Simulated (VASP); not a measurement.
The system is TePb.

```xyz
2
Lattice="0.0000 3.2310 3.2310 3.2310 0.0000 3.2310 3.2310 3.2310 0.0000" Properties=species:S:1:pos:R:3 pbc="T T T"
Pb    0.0000    0.0000    0.0000
Te    3.2310    3.2310    3.2310
```

- Program: VASP 6.6.1
- Task: relaxation of cell and atoms
- Functional: optB88-vdW
- Potentials or basis: VASP PAW PBE potentials, release 64 (Pb_d, Te)
- Cutoff: 600 eV
- k mesh: 7 × 7 × 7
- Occupations: fermi-dirac, width 0.05 eV
- Spin: no spin polarisation

At the start: pressure 1.9 GPa; volume 33.73 Å³/atom.

Problem. How do energy, volume and symmetry change on relaxing?

Solution. Over 3 steps the energy falls by 8.2 meV/atom and the volume is 35.18 Å³/atom (+4.3 %); space group Fm-3m (No. 225, to 0.05 Å).

The path:
```csv
step,energy change (eV),largest force (eV/Å),pressure (GPa),volume (Å³)
1,0.0000,0.0000,1.88,67.46
2,-0.0145,0.0000,-0.59,71.40
3,-0.0165,0.0000,0.00,70.36
```

Final structure:
```yaml
crystal:
  lattice:
    - [0.00000, 3.27660, 3.27660]
    - [3.27660, 0.00000, 3.27660]
    - [3.27660, 3.27660, 0.00000]
  atoms:
    - { symbol: Pb, position: [0.00000, 0.00000, 0.00000] }
    - { symbol: Te, position: [0.50000, 0.50000, 0.50000] }
```

Caveat: the PAW data sets were made with another functional, which shifts forces and pressure a little.
